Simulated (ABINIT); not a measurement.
# TiTe2 (P-3m1) in ABINIT: single point with PBEsol

Aim: the single point of TiTe2 with PBEsol.

Program: ABINIT 10.8.3 (patched build). These are calculated values, not measurements. Logs are shortened: lines on timing, memory, paths and dates and some standing lists are left out, and cuts for length are marked. The log counts tension as positive stress, the text compression.

## 1. The undisturbed crystal

It takes space group P-3m1 (No. 164, trigonal). The conventional cell has a = 3.777 Å, b = 3.777 Å, c = 6.498 Å, α = 90.00°, β = 90.00°, γ = 120.00°. Around Te (site symmetry 3m) lie 3 Ti at 2.77 Å. Around Ti (site symmetry -3m) lie 6 Te at 2.77 Å.

## 2. Single point, PBEsol (atoms moved at random, drawn with an rms of 0.05 Å)

File run.abi:

```
# Pseudopotentials
pp_dirpath "./"
pseudos "Te.upf, Ti.upf"

# Structure
acell 3*1.0 Angstrom
rprim
     3.7770000000     0.0000000000     0.0000000000
    -1.8885000000     3.2709779501     0.0000000000
     0.0000000000     0.0000000000     6.4980000000
ntypat 2
znucl 52 22
natom 3
typat 1 1 2
xred
     0.3388330000     0.6607440000     0.7419060000
     0.6673940000     0.3380020000     0.2672440000
    -0.0012540000    -0.0001860000     0.0024000000
chkprim 0
chksymtnons 0
tolsym 1.0e-6

# Plane-wave basis
ecut 42.0

# k points
kptopt 1
ngkpt 8 8 4
nshiftk 1
shiftk 0.0 0.0 0.0

# Exchange and correlation
ixc -116133

# Bands and occupations
nband 27
occopt 3
tsmear 0.05 eV

# SCF cycle
nstep 100
tolvrs 1.0e-10

# Output
iomode 3
prtwf 0
prtden 0
prteig 0
prtebands 0
enunit 1
```

Potentials or basis: PseudoDojo NC SR PBEsol v0.4.1 standard.

The run is started by

```
abinit run.abi > log 2>&1
```

run.abo:

```text
.Version 10.8.3 of ABINIT
 Symmetries : space group P1 (#  1); Bravais aP (primitive triclinic)
================================================================================
 Values of the parameters that define the memory need of the present run
     intxc =       0    ionmov =       0      iscf =       7    lmnmax =       6
     lnmax =       6     mgfft =      72  mpssoang =       3    mqgrid =    3583
     natom =       3  nloc_mem =       1    nspden =       1   nspinor =       1
    nsppol =       1      nsym =       1    n1xccc =    2501    ntypat =       2
    occopt =       3   xclevel =       2
       mpw =        7080          nfft =      145800          nkpt =         132
================================================================================
================================================================================

--------------------------------------------------------------------------------
------------- Echo of variables that govern the present computation ------------
--------------------------------------------------------------------------------
 -outvars: echo values of preprocessed input variables --------
            acell      1.8897261259E+00  1.8897261259E+00  1.8897261259E+00 Bohr
              amu      1.27600000E+02  4.78800000E+01
          chkprim           0
      chksymtnons           0
             ecut      4.20000000E+01 Hartree
           enunit           1
                       outvar_i_n : Printing only first  50 k-points.
              ixc     -116133
                       outvar_i_n : Printing only first  50 k-points.
         kptrlatt        8    0    0      0    8    0      0    0    4
          kptrlen      4.91177615E+01
            natom           3
            nband          27
            ngfft          45      45      72
             nkpt         132
            nstep         100
             nsym           1
           ntypat           2
                       prtocc : prtvol=0, do not print more k-points.
           occopt           3
           prtden           0
        prtebands           0
           prteig           0
            prtwf           0
            rprim      3.7770000000E+00  0.0000000000E+00  0.0000000000E+00
                      -1.8885000000E+00  3.2709779501E+00  0.0000000000E+00
                       0.0000000000E+00  0.0000000000E+00  6.4980000000E+00
          spgroup           1
           tolsym      1.00000000E-06
           tolvrs      1.00000000E-10
           tsmear      1.83746611E-03 Hartree
            typat      1  1  2
                       outvars : Printing only first  50 k-points.
           xangst      3.1957197000E-02  2.1612790547E+00  4.8209051880E+00
                       1.8824303610E+00  1.1055970891E+00  1.7365515120E+00
                      -4.3850970000E-03 -6.0840189872E-04  1.5595200000E-02
            xcart      6.0390350082E-02  4.0842254950E+00  9.1101904843E+00
                       3.5572778334E+00  2.0892757040E+00  3.2816067612E+00
                      -8.2866323655E-03 -1.1497129631E-03  2.9470656879E-02
             xred      3.3883300000E-01  6.6074400000E-01  7.4190600000E-01
                       6.6739400000E-01  3.3800200000E-01  2.6724400000E-01
                      -1.2540000000E-03 -1.8600000000E-04  2.4000000000E-03
            znucl       52.00000   22.00000

================================================================================

 chkinp: Checking input parameters for consistency.

================================================================================
== DATASET  1 ==================================================================

--- !DatasetInfo
iteration_state: {dtset: 1, }
dimensions: {natom: 3, nkpt: 132, mband: 27, nsppol: 1, nspinor: 1, nspden: 1, mpw: 7080, }
cutoff_energies: {ecut:  42.0, pawecutdg:  -1.0, }
electrons: {nelect:   4.40000000E+01, charge:   0.00000000E+00, occopt:   3.00000000E+00, tsmear:   1.83746611E-03, }
meta: {optdriver: 0, ionmov: 0, optcell: 0, iscf: 7, paral_kgb: 0, }
...

 Real(R)+Recip(G) space primitive vectors, cartesian coordinates (Bohr,Bohr^-1):
 R(1)=  7.1374956  0.0000000  0.0000000  G(1)=  0.1401052  0.0808898  0.0000000
 R(2)= -3.5687478  6.1812525  0.0000000  G(2)=  0.0000000  0.1617795  0.0000000
 R(3)=  0.0000000  0.0000000 12.2794404  G(3)=  0.0000000  0.0000000  0.0814369
 Unit cell volume ucvol=  5.4175248E+02 bohr^3
 Angles (23,13,12)=  9.00000000E+01  9.00000000E+01  1.20000000E+02 degrees

 getcut: wavevector=  0.0000  0.0000  0.0000  ngfft=  45  45  72
         ecut(hartree)=     42.000   => boxcut(ratio)=   2.00985

--- Pseudopotential description ------------------------------------------------
- pspini: atom type   1  psp file is ./Te.upf
12 -116133 2 -1 1294                          pspcod,pspxc,lmax,lloc,mmax
     nproj     2     2     2

- pspini: atom type   2  psp file is ./Ti.upf
12 -116133 2 -1 1586                          pspcod,pspxc,lmax,lloc,mmax
     nproj     2     2     2

   3.89060288E+03                                ecore*ucvol(ha*bohr**3)
--------------------------------------------------------------------------------

================================================================================

--- !BeginCycle
iteration_state: {dtset: 1, }
solver: {iscf: 7, nstep: 100, nline: 4, wfoptalg: 0, }
tolerances: {tolvrs: 1.00E-10, }
...

     iter   Etot(hartree)      deltaE(h)  residm     vres2
 ETOT  1  -268.38171250448    -2.684E+02 6.840E-01 8.343E+02
 ETOT  2  -260.33947014115     8.042E+00 1.454E-01 9.800E+04
 ETOT  3  -268.58613844583    -8.247E+00 2.856E-02 1.908E+03
 ETOT  4  -268.69011510386    -1.040E-01 1.350E-02 6.505E+02
 ETOT  5  -268.73560843185    -4.549E-02 6.426E-03 1.585E+01
 ETOT  6  -268.73574782518    -1.394E-04 7.696E-04 2.157E+01
 ETOT  7  -268.73739390622    -1.646E-03 4.971E-04 2.032E+00
 ETOT  8  -268.73757392571    -1.800E-04 8.531E-05 4.489E-02
 ETOT  9  -268.73757828021    -4.355E-06 4.606E-05 6.431E-04
 ETOT 10  -268.73757832218    -4.197E-08 1.190E-05 1.368E-05
 ETOT 11  -268.73757832292    -7.380E-10 4.816E-06 3.995E-08
 ETOT 12  -268.73757832293    -7.674E-12 2.835E-06 1.025E-08
 ETOT 13  -268.73757832293    -1.137E-13 5.240E-07 2.934E-09
 ETOT 14  -268.73757832293    -1.137E-12 9.136E-07 3.202E-10
 ETOT 15  -268.73757832292     7.446E-12 1.022E-07 5.128E-12

 At SCF step   15       vres2   =  5.13E-12 < tolvrs=  1.00E-10 =>converged.

 Cartesian components of stress tensor (hartree/bohr^3)
  sigma(1 1)=  8.31555512E-05  sigma(3 2)=  1.50732118E-05
  sigma(2 2)=  7.31707958E-05  sigma(3 1)= -1.65905957E-05
  sigma(3 3)=  6.02079147E-05  sigma(2 1)= -5.75118185E-06

--- !ResultsGS
iteration_state: {dtset: 1, }
comment   : Summary of ground state results
lattice_vectors:
- [  7.1374956,   0.0000000,   0.0000000, ]
- [ -3.5687478,   6.1812525,   0.0000000, ]
- [  0.0000000,   0.0000000,  12.2794404, ]
lattice_lengths: [   7.13750,    7.13750,   12.27944, ]
lattice_angles: [ 90.000,  90.000, 120.000, ] # degrees, (23, 13, 12)
lattice_volume:   5.4175248E+02
convergence: {deltae:  7.446E-12, res2:  5.128E-12, residm:  1.022E-07, diffor: null, }
etotal    :  -2.68737578E+02
entropy   :   0.00000000E+00
fermie    :   2.17328206E-01
cartesian_stress_tensor: # hartree/bohr^3
- [  8.31555512E-05,  -5.75118185E-06,  -1.65905957E-05, ]
- [ -5.75118185E-06,   7.31707958E-05,   1.50732118E-05, ]
- [ -1.65905957E-05,   1.50732118E-05,   6.02079147E-05, ]
pressure_GPa:  -2.1236E+00
xred      :
- [  3.3883E-01,   6.6074E-01,   7.4191E-01, Te]
- [  6.6739E-01,   3.3800E-01,   2.6724E-01, Te]
- [ -1.2540E-03,  -1.8600E-04,   2.4000E-03, Ti]
cartesian_forces: # hartree/bohr
- [ -2.43526090E-03,   1.54812305E-03,   5.39520072E-04, ]
- [  8.12208938E-04,  -1.37593605E-03,  -3.59638409E-03, ]
- [  1.62305197E-03,  -1.72187000E-04,   3.05686402E-03, ]
force_length_stats: {min:   2.93568775E-03, max:   3.93533504E-03, mean:   3.44544379E-03, }
...

 Integrated electronic density in atomic spheres:
 ------------------------------------------------
 Atom  Sphere_radius  Integrated_density
    1        2.00000         11.95472642
    2        2.00000         11.95437103
    3        2.00000          9.46898714
================================================================================

 ----iterations are completed or convergence reached----

 Mean square residual over all n,k,spin=   11.230E-11; max=  10.224E-08
 reduced coordinates (array xred) for    3 atoms
       0.338833000000      0.660744000000      0.741906000000
       0.667394000000      0.338002000000      0.267244000000
      -0.001254000000     -0.000186000000      0.002400000000
 rms dE/dt=  2.2069E-02; max dE/dt=  4.4169E-02; dE/dt below (all hartree)
    1       0.017381728803     -0.018260157965     -0.006617158599
    2      -0.005797072829      0.011403590417      0.044169429890
    3      -0.011584461359      0.006856607885     -0.037528733431

 cartesian coordinates (angstrom) at end:
    1      0.03195719700000     2.16127905466087     4.82090518800000
    2      1.88243036100000     1.10559708908970     1.73655151200000
    3     -0.00438509700000    -0.00060840189872     0.01559520000000

 cartesian forces (hartree/bohr) at end:
    1     -0.00243526090378     0.00154812304812     0.00053952007218
    2      0.00081220893763    -0.00137593604787    -0.00359638408753
    3      0.00162305196615    -0.00017218700025     0.00305686401535
 frms,max,avg= 2.0031500E-03 3.5963841E-03  -9.089E-09 -7.423E-09 -6.390E-07 h/b

 cartesian forces (eV/Angstrom) at end:
    1     -0.12522615060164     0.07960768789618     0.02774323757536
    2      0.04176546282391    -0.07075347634491    -0.18493350534535
    3      0.08346068777773    -0.00885421155128     0.15719026776999
 frms,max,avg= 1.0300611E-01 1.8493351E-01  -4.674E-07 -3.817E-07 -3.286E-05 e/A
 length scales=  1.889726125908  1.889726125908  1.889726125908 bohr
              =  1.000000000000  1.000000000000  1.000000000000 angstroms
 Fermi (or HOMO) energy (eV) =   5.91380   Average Vxc (eV)= -10.55457
 Eigenvalues (   eV  ) for nkpt= 132  k points:
 kpt#   1, nband= 27, wtk=  0.00391, kpt=  0.0000  0.0000  0.0000 (reduced coord)
 -51.32110  -30.55949  -30.55671  -30.54083  -30.53957  -30.53814  -30.53604  -30.52873
 -30.52064  -30.51951  -30.51196  -27.67348  -27.67284  -27.65090   -6.50579   -4.99881
   0.68566    4.24822    4.26920    6.25063    6.31109    6.33430    6.52416    6.97467
   7.04082    8.96058    9.05765
 prteigrs : prtvol=0 or 1, do not print more k-points.

--- !EnergyTerms
iteration_state     : {dtset: 1, }
comment             : Components of total free energy in Hartree
kinetic             :  1.37198978087810E+02
hartree             :  6.74967871965871E+01
xc                  : -5.74180936938118E+01
Ewald energy        : -1.59198330721245E+02
psp_core            :  7.18151370894471E+00
local_psp           : -2.05245405167513E+02
non_local_psp       : -5.87526010155050E+01
internal            : -2.68737151604734E+02
'-kT*entropy'       : -4.26718188692601E-04
total_energy        : -2.68737578322922E+02
total_energy_eV     : -7.31272204255461E+03
band_energy         : -3.15273315581172E+01
...

 Cartesian components of stress tensor (hartree/bohr^3)
  sigma(1 1)=  8.31555512E-05  sigma(3 2)=  1.50732118E-05
  sigma(2 2)=  7.31707958E-05  sigma(3 1)= -1.65905957E-05
  sigma(3 3)=  6.02079147E-05  sigma(2 1)= -5.75118185E-06

-Cartesian components of stress tensor (GPa)         [Pressure= -2.1236E+00 GPa]
- sigma(1 1)=  2.44652078E+00  sigma(3 2)=  4.43469203E-01
- sigma(2 2)=  2.15275914E+00  sigma(3 1)= -4.88112177E-01
- sigma(3 3)=  1.77137801E+00  sigma(2 1)= -1.69205612E-01

== END DATASET(S) ==============================================================
================================================================================

 -outvars: echo values of variables after computation  --------
            acell      1.8897261259E+00  1.8897261259E+00  1.8897261259E+00 Bohr
           etotal     -2.6873757832E+02
            fcart     -2.4352609038E-03  1.5481230481E-03  5.3952007218E-04
                       8.1220893763E-04 -1.3759360479E-03 -3.5963840875E-03
                       1.6230519662E-03 -1.7218700025E-04  3.0568640154E-03
            rprim      3.7770000000E+00  0.0000000000E+00  0.0000000000E+00
                      -1.8885000000E+00  3.2709779501E+00  0.0000000000E+00
                       0.0000000000E+00  0.0000000000E+00  6.4980000000E+00
           strten      8.3155551190E-05  7.3170795781E-05  6.0207914722E-05
                       1.5073211839E-05 -1.6590595695E-05 -5.7511818521E-06
           xangst      3.1957197000E-02  2.1612790547E+00  4.8209051880E+00
                       1.8824303610E+00  1.1055970891E+00  1.7365515120E+00
                      -4.3850970000E-03 -6.0840189872E-04  1.5595200000E-02
             xred      3.3883300000E-01  6.6074400000E-01  7.4190600000E-01
                       6.6739400000E-01  3.3800200000E-01  2.6724400000E-01
                      -1.2540000000E-03 -1.8600000000E-04  2.4000000000E-03
 Calculation completed.
```

It took 22 min on 1 thread of Arm Neoverse V1, shared host; peak memory 0.46 GiB.

Results:

- Free energy: -7312.7220 eV
- Pressure: -2.1 GPa
- Largest force: 0.202 eV/Å
- Band gap on the k mesh: none (metal or under the smearing width)
- Valence electrons inside the program's atomic spheres: Te 11.95; Ti 9.47

Forces in eV/Å, atoms in the order of the input:
```
Te  -0.125  0.080  0.028
Te   0.042 -0.071 -0.185
Ti   0.083 -0.009  0.157
```

Stress tensor (GPa, compression positive):
```
-2.45  0.17  0.49
 0.17 -2.15 -0.44
 0.49 -0.44 -1.77
```

Spin-orbit coupling is left out, which matters for the levels of Te.
